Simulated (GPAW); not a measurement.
# MnS (Fm-3m) in GPAW: reference runs

Aim: a first look at MnS with PBE, on the cell as given.

Program: GPAW 26.7.0. These are calculated values, not measurements. Logs are shortened: lines on timing, memory, paths and dates and some standing lists are left out, and cuts for length are marked. The log counts tension as positive stress, the text compression.

## Step 1: Starting point

It takes space group Fm-3m (No. 225, cubic). Conventional cell: a = 5.209 Å, b = 5.209 Å, c = 5.209 Å, α = 90.00°, β = 90.00°, γ = 90.00°. Mn (site symmetry m-3m) is surrounded by 6 S at 2.60 Å. S (site symmetry m-3m) has 6 Mn at 2.60 Å as nearest neighbours.

## Step 2: Single point, PBE, collinear spin, ferromagnetic start

Input file run.py:

```python
from ase import Atoms
from ase.dft.bandgap import bandgap
from ase.io import write
from ase.units import Bohr, GPa
from gpaw import GPAW, PW
from gpaw.elf import elf_from_dft_calculation

atoms = Atoms(['Mn', 'S'],
              cell=[[0.0, 2.6045, 2.6045],
                    [2.6045, 0.0, 2.6045],
                    [2.6045, 2.6045, 0.0]],
              scaled_positions=[[0.0, 0.0, 0.0],
                                [0.5, 0.5, 0.5]],
              pbc=True)
atoms.set_initial_magnetic_moments([4.0, 0.0])

calc = GPAW(mode=PW(600),
            xc='PBE',
            kpts={'size': (9, 9, 9), 'gamma': True},
            occupations={'name': 'fermi-dirac', 'width': 0.05},
            nbands=21,
            convergence={'density': 1e-05, 'energy': 1e-05},
            maxiter=150,
            txt='gpaw.txt')
atoms.calc = calc
energy = atoms.get_potential_energy()
forces = atoms.get_forces()
stress = atoms.get_stress()
calc.write('gs.gpw')
write('result.traj', atoms)
print(f'Energy: {energy:.6f} eV')
print('Forces (eV/A):')
print(forces.round(4))
print('Stress (GPa):', (stress / GPa).round(3))
print('Moments:', calc.get_magnetic_moments().round(3))
print('Fermi level:', round(calc.get_fermi_level(), 4), 'eV')
print(f'Gap: {bandgap(calc)[0]:.4f} eV, direct: {bandgap(calc, direct=True)[0]:.4f} eV')

# fields on the real-space grid
write('density.cube', atoms, data=calc.get_pseudo_density() * Bohr**3)
write('potential.cube', atoms, data=calc.get_electrostatic_potential())
write('spin.cube', atoms, data=(calc.get_pseudo_density(spin=0) - calc.get_pseudo_density(spin=1)) * Bohr**3)
write('elf.cube', atoms, data=elf_from_dft_calculation(calc).data)
```

Potentials or basis: GPAW PAW data sets (gpaw-data 1.2.1), pw.

Command:

```sh
$ OMP_NUM_THREADS=1 python run.py
```

gpaw.txt:

```text
__  _  _
 | _ |_)|_||  |
 |__||  | ||/\| - 26.7.0

Input parameters:
  mode=PW(ecut=600.0),
  convergence={'density': 1e-05, 'energy': 1e-05},
  kpts=MonkhorstPack(size=(9, 9, 9), gamma=True),
  maxiter=150,
  nbands=21,
  occupations=Occupations(name='fermi-dirac', width=0.05),
  xc=XC(name='PBE')

Diagonalizing LCAO Hamiltonian
Converting LCAO to pw mode

               S

       Mn

Atoms  # Å, Bohr magnetons
|   | symbol |        x |        y |        z |    initial magnetic moments |
|---|--------|----------|----------|----------|-----------------------------|
| 0 |     Mn | 0.000000 | 0.000000 | 0.000000 | ( 0.0000,  0.0000,  4.0000) |
| 1 |      S | 2.604500 | 2.604500 | 2.604500 | ( 0.0000,  0.0000,  0.0000) |

Unit cell  # Å
| periodic |        x |        y |        z |  lengths |    angles |
|----------|----------|----------|----------|----------|-----------|
|      yes | 0.000000 | 2.604500 | 2.604500 | 3.683319 | 60.000000 |
|      yes | 2.604500 | 0.000000 | 2.604500 | 3.683319 | 60.000000 |
|      yes | 2.604500 | 2.604500 | 0.000000 | 3.683319 | 60.000000 |

Number of symmetries: 48
Symmetry operations  # r_c * U_cc + t_c -> r_c
|    | kind |            matrix            |
|----|------|------------------------------|
|  0 |  σ   |  1, 0, 0,  1, 0,-1,  1,-1, 0 |
|  1 |  C2  |  1, 0, 0,  1,-1, 0,  1, 0,-1 |
|  2 |  E   |  1, 0, 0,  0, 1, 0,  0, 0, 1 |
|  3 |  σ   |  1, 0, 0,  0, 0, 1,  0, 1, 0 |
|  4 |  C4  |  1, 0,-1,  1, 0, 0,  1,-1, 0 |
|  5 |  S6  |  1, 0,-1,  1,-1, 0,  1, 0, 0 |
|  6 |  σ   |  1, 0,-1,  0, 1,-1,  0, 0,-1 |
|  7 |  C3  |  1, 0,-1,  0, 0,-1,  0, 1,-1 |
|  8 |  S6  |  1,-1, 0,  1, 0, 0,  1, 0,-1 |
|  9 |  C4  |  1,-1, 0,  1, 0,-1,  1, 0, 0 |
| 10 |  C3  |  1,-1, 0,  0,-1, 1,  0,-1, 0 |
| 11 |  σ   |  1,-1, 0,  0,-1, 0,  0,-1, 1 |
| 12 |  σ   |  0, 1, 0,  1, 0, 0,  0, 0, 1 |
| 13 |  C4  |  0, 1, 0,  0, 1,-1, -1, 1, 0 |
| 14 |  C3  |  0, 1, 0,  0, 0, 1,  1, 0, 0 |
| 15 |  S6  |  0, 1, 0, -1, 1, 0,  0, 1,-1 |
| 16 |  C2  |  0, 1,-1,  1, 0,-1,  0, 0,-1 |
| 17 |  σ   |  0, 1,-1,  0, 1, 0, -1, 1, 0 |
| 18 |  S4  |  0, 1,-1,  0, 0,-1,  1, 0,-1 |
| 19 |  C4  |  0, 1,-1, -1, 1, 0,  0, 1, 0 |
| 20 |  C3  |  0, 0, 1,  1, 0, 0,  0, 1, 0 |
| 21 |  σ   |  0, 0, 1,  0, 1, 0,  1, 0, 0 |
| 22 |  S6  |  0, 0, 1,  0,-1, 1, -1, 0, 1 |
| 23 |  C4  |  0, 0, 1, -1, 0, 1,  0,-1, 1 |
| 24 |  S4  |  0, 0,-1,  1, 0,-1,  0, 1,-1 |
| 25 |  C3  |  0, 0,-1,  0, 1,-1,  1, 0,-1 |
| 26 |  C2  |  0, 0,-1,  0,-1, 0, -1, 0, 0 |
| 27 |  S6  |  0, 0,-1, -1, 0, 0,  0,-1, 0 |
| 28 |  S4  |  0,-1, 1,  1,-1, 0,  0,-1, 0 |
| 29 |  C4  |  0,-1, 1,  0, 0, 1, -1, 0, 1 |
| 30 |  C2  |  0,-1, 1,  0,-1, 0,  1,-1, 0 |
| 31 |  σ   |  0,-1, 1, -1, 0, 1,  0, 0, 1 |
| 32 |  C3  |  0,-1, 0,  1,-1, 0,  0,-1, 1 |
| 33 |  S6  |  0,-1, 0,  0, 0,-1, -1, 0, 0 |
| 34 |  S4  |  0,-1, 0,  0,-1, 1,  1,-1, 0 |
| 35 |  C2  |  0,-1, 0, -1, 0, 0,  0, 0,-1 |
| 36 |  C2  | -1, 1, 0,  0, 1, 0,  0, 1,-1 |
| 37 |  S6  | -1, 1, 0,  0, 1,-1,  0, 1, 0 |
| 38 |  S4  | -1, 1, 0, -1, 0, 1, -1, 0, 0 |
| 39 |  C3  | -1, 1, 0, -1, 0, 0, -1, 0, 1 |
| 40 |  S6  | -1, 0, 1,  0, 0, 1,  0,-1, 1 |
| 41 |  C2  | -1, 0, 1,  0,-1, 1,  0, 0, 1 |
| 42 |  C3  | -1, 0, 1, -1, 1, 0, -1, 0, 0 |
| 43 |  S4  | -1, 0, 1, -1, 0, 0, -1, 1, 0 |
| 44 |  C2  | -1, 0, 0,  0, 0,-1,  0,-1, 0 |
| 45 |  i   | -1, 0, 0,  0,-1, 0,  0, 0,-1 |
| 46 |  σ   | -1, 0, 0, -1, 1, 0, -1, 0, 1 |
| 47 |  C2  | -1, 0, 0, -1, 0, 1, -1, 1, 0 |

BZ-sampling:
  Number of BZ points: 729
  Number of IBZ points: 35

  Monkhorst-Pack size: [9, 9, 9]
  Monkhorst-Pack shift: [0, 0, 0]

K-points  # in reciprocal-cell coordinates
|     |                                coordinates |     weight |
|-----|--------------------------------------------|------------|
|   0 | (  0.00000000,   0.00000000,   0.00000000) | 0.00137174 |
|   1 | (  0.11111111,   0.11111111,   0.00000000) | 0.00823045 |
|   2 | (  0.11111111,   0.11111111,   0.11111111) | 0.01097394 |
|   3 | (  0.22222222,   0.11111111,   0.11111111) | 0.01646091 |
|   4 | (  0.22222222,   0.22222222,   0.00000000) | 0.00823045 |
|   5 | (  0.22222222,   0.22222222,   0.11111111) | 0.03292181 |
|   6 | (  0.22222222,   0.22222222,   0.22222222) | 0.01097394 |
|   7 | (  0.33333333,   0.22222222,   0.11111111) | 0.03292181 |
|   8 | (  0.33333333,   0.22222222,   0.22222222) | 0.03292181 |
|   9 | (  0.33333333,   0.33333333,  -0.33333333) | 0.01646091 |
| ... |                                            |            |
|  34 | (  0.44444444,   0.44444444,   0.44444444) | 0.01097394 |

Plane wave coefficients: 1243
Cutoff: 600.0 eV

Spin-components: 2 (collinear spins)
Bands:           21
Projectors:      11
Spin-degeneracy: 1
Datatype:        complex128

Density:
  Valence electrons: 21.0
  Components: 2
  Grid points: [21 21 21]
  Charge: 0.0  # |e|

Potential:
  Grid points: [21 21 21]

species:
  Mn:
    name:    Manganese
    Z:       25.0
    valence: 15
    core:    10
    charge:  0.0  # [|e|]
    compensation charges:
      type: gauss
      rc: 0.38  # [Å]
      lmax: 2
    cutoffs:
      filter: 2.14  # [Å]
      core: 0.86  # [Å]
    projectors
    | kind |    occ | energy [eV] | rcut [Å] |
    |------|--------|-------------|----------|
    |   3s |  2.000 |     -85.859 |    1.275 |
    |   4s |  2.000 |      -5.106 |    1.275 |
    |   3p |  6.000 |     -54.597 |    1.281 |
    |   4p |  0.000 |      -1.371 |    1.281 |
    |   3d |  5.000 |      -6.771 |    1.138 |
    |    d |        |      20.441 |    1.138 |

    Using partial waves for Mn as LCAO basis

  S:
    name:    Sulfur
    Z:       16.0
    valence: 6
    core:    10
    charge:  0.0  # [|e|]
    compensation charges:
      type: gauss
      rc: 0.24  # [Å]
      lmax: 2
    cutoffs:
      filter: 1.77  # [Å]
      core: 1.66  # [Å]
    projectors
    | kind |    occ | energy [eV] | rcut [Å] |
    |------|--------|-------------|----------|
    |   3s |  2.000 |     -17.254 |    0.974 |
    |   3p |  4.000 |      -7.008 |    0.979 |
    |    s |        |       9.957 |    0.974 |
    |    p |        |      20.203 |    0.979 |
    |    d |        |       0.000 |    0.900 |

    Using partial waves for S as LCAO basis

Reference energy: -42371.707970  # eV

eigensolver:
  PPCG
  Converge bands: occupied
  niter=2

density mixing:
  MSR1-Mixer
  Pratt-step length: 0.05
  Maximum mixing coefficient: 0.75
  Old densities: 10
  SVD Regularization: 0.005
  Good broyden scale: 1.0
  Trust region scale: 1.0
  Backstep threshold: 4.0
  History deletion threshold: 6.0
  Fourier metric: weight=20.0, sigma=0.015

occupation numbers:
  Fermi-Dirac:
    width: 0.0500  # eV

poisson solver:
  ecut: 4800.0  # eV

xc functional:
[... 7 lines left out ...]

SCF iterations
|iter     | |      energy | eigst |  dens |  magmom |
|---------|-|-------------|-------|-------|---------|
|iter:   1| |  -14.621862 | +0.03 |       |  +4.0039|
|iter:   2| |  -14.616195 | -2.03 | -1.14 |  +4.0307|
|iter:   3| |  -14.662801 | -2.37 | -1.16 |  +4.4323|
|iter:   4| |  -14.677943 | -2.51 | -1.66 |  +4.5317|
|iter:   5| |  -14.654221 | -3.01 | -1.74 |  +4.5790|
|iter:   6| |  -14.657284 | -3.74 | -2.18 |  +4.6858|
|iter:   7| |  -14.657327 | -5.76 | -2.97 |  +4.6869|
|iter:   8| |  -14.657335c| -6.15 | -3.31 |  +4.6927|
|iter:   9| |  -14.657335c| -7.65c| -4.56 |  +4.6928|
|iter:  10| |  -14.657335c| -7.80c| -4.93 |  +4.6928|
|iter:  11| |  -14.657335c| -8.57c| -5.73c|  +4.6928|

Converged in 11 steps
Energy contributions relative to reference atoms: (reference = -42371.707970)

Energy contributions:
  Kinetic:          14.753227
  Coulomb:         -12.513302
  Zero:              0.210903
  External:          0.000000
  Xc:              -17.104792
  Entropy:          -0.006744
  Spinorbit:         0.000000
  ----------------------------
  Free energy:     -14.660707
  Extrapolated:    -14.657335

dipole moment: (-11.465524, -11.465524, -11.465524)  # |e|*Ang

Total magnetic moment: (0.000000, 0.000000, 4.692762)

Local magnetic moments
|        x |        y |        z |
|----------|----------|----------|
| 0.000000 | 0.000000 | 4.151339 |  # Mn   0
| 0.000000 | 0.000000 | 0.105327 |  # S    1

Fermi level: 7.074
Eigenvalues  # (at kpt = [0.000, 0.000, 0.000])
| band index |      eig [eV] | occ [0-1] |      eig [eV] | occ [0-1] |
|------------|---------------|-----------|---------------|-----------|
|          0 |       -74.778 |     1.000 |       -70.146 |     1.000 |
|        ... |               |           |               |           |
|          3 |       -43.571 |     1.000 |       -39.039 |     1.000 |
|          4 |        -7.570 |     1.000 |        -7.281 |     1.000 |
|          5 |         3.697 |     1.000 |         5.339 |     1.000 |
|          6 |         3.697 |     1.000 |         5.339 |     1.000 |
|          7 |         3.697 |     1.000 |         5.339 |     1.000 |
|          8 |         3.805 |     1.000 |         7.372 |     0.003 |
|          9 |         3.805 |     1.000 |         7.372 |     0.003 |
|         10 |         5.136 |     1.000 |         7.372 |     0.003 |
|         11 |         5.136 |     1.000 |         7.409 |     0.001 |
|         12 |         5.136 |     1.000 |         7.409 |     0.001 |
|         13 |         8.702 |     0.000 |         9.758 |     0.000 |
|         14 |        15.600 |     0.000 |        16.658 |     0.000 |
|         15 |        15.600 |     0.000 |        16.658 |     0.000 |
|         16 |        15.600 |     0.000 |        16.658 |     0.000 |
|         17 |        17.641 |     0.000 |        17.850 |     0.000 |
|        ... |               |           |               |           |
|         20 |        19.136 |     0.000 |        20.879 |     0.000 |

No gap
No difference between direct/indirect transitions

Forces  # eV/Ang
|       x |        y |        z |
|---------|----------|----------|
| 0.00000 |  0.00000 | -0.00000 |  # Mn   0
| 0.00000 | -0.00000 |  0.00000 |  # S    1

Stress tensor  # eV/Ang^3
|         x |         y |        z |
|-----------|-----------|----------|
|  0.018646 | -0.000000 | 0.000000 |
| -0.000000 |  0.018646 | 0.000000 |
|  0.000000 |  0.000000 | 0.018646 |

# Writing to gs.gpw (mode='')
```

It took 43 s on 1 thread of Arm Neoverse V1, shared host; peak memory 0.18 GiB.

What came out:

```yaml
Free_energy: -14.6607 eV
Pressure: -3.0 GPa
Band_gap_on_the_k_mesh: none (metal or under the smearing width)
Net_moment: 4.69 μB per cell
Site_moments: Mn +4.15; S +0.11 μB
```

Levels at points of the mesh, in eV from the Fermi level:
Spin up:
```
           k point  band 10  band 11  band 12  band 13  band 14  band 15  band 16  band 17
(0.00, 0.00, 0.00)    -3.27    -1.94    -1.94    -1.94     1.63     8.53     8.53     8.53
```
Spin down:
| k point | band 5 | band 6 | band 7 | band 8 | band 9 | band 10 | band 11 | band 12 |
| --- | --- | --- | --- | --- | --- | --- | --- | --- |
| (0.00, 0.00, 0.00) | -14.36 | -1.74 | -1.74 | -1.74 | 0.30 | 0.30 | 0.30 | 0.33 |

Caveat: a cell with one magnetic atom can't hold antiferromagnetic order, which such compounds often take; semilocal functionals often make such compounds metallic where correlation or magnetic order opens a gap, which also shifts bond lengths.
